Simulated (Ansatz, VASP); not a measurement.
BaTiO3 in VASP and in Ansatz

```xyz
5
Lattice="3.8905 0.0000 0.0000 0.0000 3.9911 0.0000 0.0000 0.0000 3.9911" Properties=species:S:1:pos:R:3 pbc="T T T"
Ba    1.9452    1.9956    1.9956
Ti    0.0000    0.0000    0.0000
O     1.9452    0.0000    0.0000
O     0.0000    1.9956    0.0000
O     0.0000    0.0000    1.9956
```

Alike in both runs: task single point; functional PBEsol; k mesh 8 × 8 × 8; occupations gaussian, width 0.02 eV; no spin polarisation.

```csv
,VASP,Ansatz
version,VASP 6.6.1,Ansatz 0.2.0
potentials or method,"VASP PAW PBE potentials, release 64 (Ba_sv, Ti_sv, O)","scalar-relativistic, plane waves, PAW"
plane-wave cutoff (eV),520,420
valence electrons in the cell,40,40
```

Ansatz gave:

| Item | Value |
| --- | --- |
| gap on the k mesh at the Fermi level (eV) | 1.78 |
| least direct gap on the mesh (eV) | 1.85 |
| pressure (GPa) | 1.9 |
| largest component of the traceless stress (GPa) | 3.83 |

Task: Estimate VASP's values.

Result: gap on the k mesh at the Fermi level (eV): 1.70; least direct gap on the mesh (eV): 1.81; pressure (GPa): 3.9; largest component of the traceless stress (GPa): 3.94.

Caveats: the PAW data sets were made with another functional, which shifts forces and pressure a little (VASP); spin-orbit coupling is left out, which moves the levels of the heavy elements. A k mesh can miss the band edges.
